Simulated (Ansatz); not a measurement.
Cd6Te and its competing phases

Method: Ansatz, DFT PBE, scalar-relativistic, plane waves, PAW. All cells share a 420 eV cutoff and Γ-centred k meshes spaced about 0.3 Å⁻¹ or finer (0.25 for metals, 2π included). No spin polarisation.

Energies over the elements count from the elements' standard structures at the same level, with no fitted energy shifts.

Temperature and zero-point effects are left out. These runs have no spin–orbit coupling, which can matter for Te. The reference form of Te is held partly by dispersion forces, which this level lacks.

The competitors are the elements and 1 reference phase of this chemical system (from databases or known types: CdTe), relaxed at the same level; other known phases may be missing.

The candidate was reached from: a cell proposed by chemical analogy.

```cif
data_structure
_symmetry_space_group_name_H-M 'P4/mmm'
_symmetry_Int_Tables_number 123
_cell_length_a 4.5014
_cell_length_b 4.5014
_cell_length_c 8.9411
_cell_angle_alpha 90.000
_cell_angle_beta 90.000
_cell_angle_gamma 90.000
_cell_volume 181.17
loop_
_atom_site_label
_atom_site_type_symbol
_atom_site_symmetry_multiplicity
_atom_site_Wyckoff_symbol
_atom_site_fract_x
_atom_site_fract_y
_atom_site_fract_z
_atom_site_occupancy
Cd1 Cd 4 i 0.00000 0.50000 0.74804 1
Cd2 Cd 1 b 0.00000 0.00000 0.50000 1
Cd3 Cd 1 d 0.50000 0.50000 0.50000 1
Te1 Te 1 a 0.00000 0.00000 0.00000 1
```

Question: Is it stable, and against what?

Answer: Not stable. Its formation energy is -0.021 eV/atom. The lowest competing mixture at this composition is this:

| phase | space group | source | share of atoms | ΔE_f (eV/atom) |
| --- | --- | --- | --- | --- |
| Cd | - | element | 0.7143 | -0.0060 |
| CdTe | F-43m (No. 216) | COD | 0.2857 | -0.464 |

The lowest database cell of Cd (-0.0060) lies slightly below the reference, hence the non-zero entry.

The mixture lies at -0.137 eV/atom, and the candidate lies 116 meV/atom above it. The candidate matches no cell in the subsets of the Crystallography Open Database and the Materials Project at hand. It is metastable at best. Phonons aren't part of this comparison.
